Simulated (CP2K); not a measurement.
Runs of CP2K 2026.2 on MoS2. Symmetry: R3m, No. 160, trigonal system. Conventional cell: a = 3.160 Å, b = 3.160 Å, c = 18.450 Å, α = 90.00°, β = 90.00°, γ = 120.00°. Mo (site symmetry 3m) has 6 S at 2.39 Å as nearest neighbours. Around S (site symmetry 3m) lie 3 Mo at 2.39 Å. Around S (site symmetry 3m) lie 3 Mo at 2.39 Å. Measurements of this composition are mostly on another form, of space group No. 194.

```csv
task,level,potentials or basis,smearing,EPS_DEFAULT,NGRIDS,points a segment of the path (NPOINTS),bands added on the path,CUTOFF of the grids,gap on the mesh (eV),pressure (GPa),largest force (eV/Å)
band structure,LDA,"GTH_POTENTIALS Mo GTH-PADE-q14, S GTH-PADE-q6; TZVP-MOLOPT-PBE-GTH basis",fermi-dirac 0.05 eV,1.0E-9,5,8,6,450 Ry,0.89,-1.1,(b)
band structure,PBEsol,"POTENTIAL_UZH Mo GTH-PBE-q14, S GTH-PBE-q6; TZVP-MOLOPT-PBE-GTH basis",fermi-dirac 0.05 eV,1.0E-9,4,8,6,450 Ry,0.91,(a),0.56
band structure,TB-mBJ,"POTENTIAL_UZH Mo GTH-PBE-q14, S GTH-PBE-q6; TZVP-MOLOPT-PBE-GTH basis",fermi-dirac 0.05 eV,1.0E-10,4,8,4,675 Ry,1.07,-,-
band structure,r2SCAN,"POTENTIAL_UZH Mo GTH-SCAN-q14, S GTH-SCAN-q6; TZVP-MOLOPT-SCAN-GTH basis",fermi-dirac 0.0259 eV,1.0E-9,4,6,4,675 Ry,1.08,5.6,(c)
```

Alike in all rows: no spin polarisation; cell as given; k mesh 10 × 10 × 10.

Problem. Estimate the missing entries.

Solution. (a) 2.7; (b) 0.40; (c) 0.57.

Caveats: the basis of atomic orbitals isn't converged, which shifts pressures, moduli and gaps; the potentials were made for another functional, which shifts forces and pressure (some runs); this is a model potential without an energy functional, so only levels have meaning (some runs); the mesh misses the band edges, which the band path finds closer together (some runs).

A k mesh can miss the band edges, and the runs leave out spin-orbit coupling on Mo.

Not every run made on this cell is shown here.
